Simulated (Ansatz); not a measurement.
Runs of Ansatz 0.2.0 on Te2Mo. Symmetry: P2_1/m, No. 11, monoclinic system. The conventional cell has a = 6.330 Å, b = 3.469 Å, c = 13.860 Å, α = 90.00°, β = 93.92°, γ = 90.00°. Around Te (site symmetry m) lie 3 Mo at 2.79 to 2.81 Å. Te (site symmetry m) is surrounded by 3 Mo at 2.70 Å. Te (site symmetry m) has 3 Mo at 2.79 to 2.82 Å as nearest neighbours. Around Te (site symmetry m) lie 3 Mo at 2.70 to 2.71 Å. Mo (site symmetry m) has 6 Te at 2.70 to 2.82 Å and 2 Mo at 2.89 Å as nearest neighbours. Around Mo (site symmetry m) lie 6 Te at 2.70 to 2.81 Å and 2 Mo at 2.90 Å. 

```csv
U,gap on the mesh (eV),pressure (GPa),largest force (eV/Å)
Mo d U = 4 eV,none,(c),0.58
Mo d U = 6 eV,none,-2.1,0.47
Mo d U = 3 eV,none,-3.3,0.55
Mo d U = 5 eV,none,-2.9,(b)
Mo d U = 8 eV,none,(a),0.70
```

Alike in all rows: task density of states; level LDA+U; potentials or basis Ansatz PAW; no spin polarisation; cell as given; k mesh 3 × 6 × 2; cutoff (eV) 420; smearing fermi-dirac 0.05 eV.

Fill in the values left out.

(a) 0.7; (b) 0.59; (c) -3.2.

Caveats: U without spin polarisation on a metal has little footing; the PAW data sets come from PBE, with cores solved anew for the run's functional, which leaves a small shift of forces and pressure; the U is typed as a test and isn't derived for this compound; the density of states is complete only up to the lowest level of the last band computed.

A k mesh can miss the band edges, and the runs leave out spin-orbit coupling on Mo, Te.

A gap of «none» marks a metal or a gap under the smearing width.
